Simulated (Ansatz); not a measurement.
Crystal: SnSe.

```
Sn Se
1.0
    11.42000    0.00000    0.00000
     0.00000    4.19000    0.00000
     0.00000    0.00000    4.46000
Sn Se
4 4
Cartesian
  10.0153 3.1425 4.0541
  7.1147 1.0475 1.8241
  4.3053 3.1425 2.6359
  1.4047 1.0475 0.4059
  7.3431 3.1425 4.3886
  9.7869 1.0475 2.1586
  1.6331 3.1425 2.3014
  4.0769 1.0475 0.0714
```

- Program: Ansatz 0.2.0
- Task: relaxation of cell and atoms
- Functional: revPBE
- Dispersion: D4
- Potentials or basis: Ansatz PAW
- Cutoff: 420 eV (not typed: the program's choice for these potentials)
- k mesh: 3 × 6 × 6
- Occupations: fermi-dirac, width 0.05 eV
- Spin: no spin polarisation

At the start: volume 26.68 Å³/atom.

Problem. How do energy, volume and symmetry change on relaxing?

Solution. It ends after 11 steps and the volume is 27.94 Å³/atom (+4.7 %); space group Pnma (No. 62, to 0.05 Å).

The path:
```
step  energy change (eV)  largest force (eV/Å)  volume (Å³)
   1              0.0000                0.2489       213.41
   2             -0.1892                0.2288       232.61
   3             -0.3210                0.1160       222.40
   4             -0.3258                0.1130       223.41
   5             -0.3277                0.0933       223.47
   6             -0.3321                0.0386       223.14
   7             -0.3336                0.0186       223.56
   8             -0.3346                0.0166       223.71
   9             -0.3350                0.0095       223.44
  10             -0.3351                0.0015       223.54
  11             -0.3369                0.0012       223.54
```

Final structure:
```
Sn Se
1.0
    11.75572    0.00000    0.00000
     0.00000    4.19471    0.00000
     0.00000    0.00000    4.53327
Sn Se
4 4
Direct
  0.87578 0.75000 0.88401
  0.62422 0.25000 0.38401
  0.37578 0.75000 0.61599
  0.12422 0.25000 0.11599
  0.64331 0.75000 0.97516
  0.85669 0.25000 0.47516
  0.14331 0.75000 0.52484
  0.35669 0.25000 0.02484
```

Caveat: the plane-wave basis is chosen anew once the cell has moved, so the energies of steps on either side of that aren't comparable; the PAW data sets come from PBE, with cores solved anew for the run's functional, which leaves a small shift of forces and pressure.
